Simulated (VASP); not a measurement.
CdGeAs2 under changes of volume

One of the cells (24.334 Å³/atom); the others are scaled copies at fixed shape and fractional positions:

```xyz
8
Lattice="-2.9469 2.9469 5.6040 2.9469 -2.9469 5.6040 2.9469 2.9469 -5.6040" Properties=species:S:1:pos:R:3 pbc="T T T"
Cd    0.0000    0.0000    5.6040
Cd    2.9469    0.0000    2.8020
As    1.4735    1.3300   -1.4010
As    1.6169   -1.4735    7.0050
As    1.4735    1.6169    4.2030
As    1.3300    4.4204    1.4010
Ge    0.0000    2.9469    2.8020
Ge    0.0000    0.0000    0.0000
```

The cell is a database's computed one.

```yaml
Program: VASP 6.6.1
Functional: LDA
Potentials_or_basis: VASP PAW LDA potentials, release 64 (Cd, As, Ge_d)
Cutoff: 520 eV
k_mesh: 6 × 6 × 6
Occupations: gaussian, width 0.02 eV
Spin: no spin polarisation
```

```tsv
volume (Å³/atom)	energy over the lowest point (meV/atom)	pressure (GPa)	gap on the mesh (eV)	largest force (eV/Å)
23.360	?	?	?	?
23.847	2.28	1.4	0.17	0.006
24.334	0.00	0.0	0.21	0.004
24.820	1.74	-1.2	0.21	0.014
25.307	7.08	-2.3	0.20	0.023
```

What does the run at 23.360 Å³/atom give?

Energy over the lowest point 9.08 meV/atom; pressure 3.0 GPa; gap on the mesh 0.05 eV; largest force 0.017 eV/Å.

Worked out: A Birch-Murnaghan fit of order 2 (a polynomial in V^(-2/3)) to the other rows has its minimum at 24.36 Å³/atom with B0 = V·E''(V) = 65 GPa at fixed shape and positions, which overstates the stiffness. It gives 8.97 meV/atom at 23.360 Å³/atom, against the run's 9.08, and -dE/dV = 3.0 GPa, against 3.0.

Energies are extrapolated to zero smearing.

Spin-orbit coupling on As, Cd, Ge is left out.
